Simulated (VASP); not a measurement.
## TiO2: relaxation of cell and atoms with RPBE

Crystal: TiO2.

```
Ti O
1.0
     4.59220    0.00000    0.00000
     0.00000    4.59220    0.00000
     0.00000    0.00000    2.95740
Ti O
2 4
Cartesian
  0.0000 0.0000 0.0000
  2.2961 2.2961 1.4787
  1.4004 1.4004 0.0000
  0.8957 3.6965 1.4787
  3.1918 3.1918 0.0000
  3.6965 0.8957 1.4787
```

| Property | Result |
| --- | --- |
| Program | VASP 6.6.1 |
| Task | relaxation of cell and atoms |
| Functional | RPBE |
| Potentials or basis | VASP PAW PBE potentials, release 64 (Ti_sv, O) |
| Cutoff | 600 eV |
| k mesh | 6 × 6 × 10 |
| Occupations | gaussian, width 0.03 eV |
| Spin | no spin polarisation |
| Further INCAR settings | ALGO = Normal; EDIFF = 1e-06; IBRION = 2; EDIFFG = -0.01; NSW = 90; ISIF = 3 |

```yaml
Relaxed_volume: 10.93 Å³/atom
Relaxed_cell: a = 4.688 Å, b = 4.688 Å, c = 2.983 Å, α = 90.00°, β = 90.00°, γ = 90.00°
Space_group_after_relaxing_to_0.05_Å: P4_2/mnm (No. 136)
Energy_gained_by_relaxing: 17.0 meV/atom
Ionic_steps: 10
Pressure_after_relaxing: 0.0 GPa
Largest_force_after_relaxing: 0.005 eV/Å
Band_gap_on_the_k_mesh: 1.84 eV, direct
```

Forces on the atoms (eV/Å):
```
Ti   0.000  0.000  0.000
Ti   0.000  0.000  0.000
O    0.003  0.003  0.000
O   -0.003  0.003  0.000
O   -0.003 -0.003  0.000
O    0.003 -0.003  0.000
```

Step by step:
```
step  energy change (eV)  largest force (eV/Å)  pressure (GPa)  volume (Å³)
   1              0.0000                0.1548           10.85        62.37
   2              0.0322                0.3961          -10.29        68.94
   3             -0.0951                0.1273           -0.02        65.30
   4             -0.0951                0.1223            0.16        65.24
   5             -0.1007                0.0504            0.18        65.41
   6             -0.1017                0.0055            0.19        65.54
   7             -0.1017                0.0003            0.15        65.52
   8             -0.1017                0.0034            0.17        65.52
   9             -0.1017                0.0078           -0.16        65.63
  10             -0.1018                0.0046           -0.01        65.57
```

Final structure:
```
Ti O
1.0
     4.68843    0.00000    0.00000
     0.00000    4.68843    0.00000
     0.00000    0.00000    2.98275
Ti O
2 4
Direct
  0.00000 0.00000 0.00000
  0.50000 0.50000 0.50000
  0.30572 0.30572 0.00000
  0.19428 0.80572 0.50000
  0.69428 0.69428 0.00000
  0.80572 0.19428 0.50000
```

Levels at points of the mesh, in eV from the valence-band top:
```tsv
k point	band 21	band 22	band 23	band 24	band 25	band 26	band 27	band 28
(0.00, 0.00, 0.00)	-0.64	-0.41	-0.41	0.00	1.84	2.13	2.38	2.44
(0.50, 0.00, 0.00)	-1.48	-1.48	-0.68	-0.68	2.46	2.46	2.88	2.88
(0.50, 0.50, 0.00)	-1.20	-1.20	-0.99	-0.99	1.87	1.87	2.45	2.45
(0.00, 0.00, 0.50)	-2.07	-2.07	-1.36	-1.36	2.81	2.81	3.09	3.09
(0.50, 0.00, 0.50)	-1.91	-1.91	-0.93	-0.93	1.89	1.89	3.11	3.11
(0.50, 0.50, 0.50)	-1.13	-1.13	-0.66	-0.66	2.50	2.50	3.11	3.11
```

Run time: 2.9 min on 2 MPI ranks on Intel(R) Xeon(R) 6975P-C (Granite Rapids), with other jobs on the host, peak memory 0.26 GiB a rank.

Caveat: the PAW data sets were made with another functional, which shifts forces and pressure a little. A k mesh can miss the band edges.
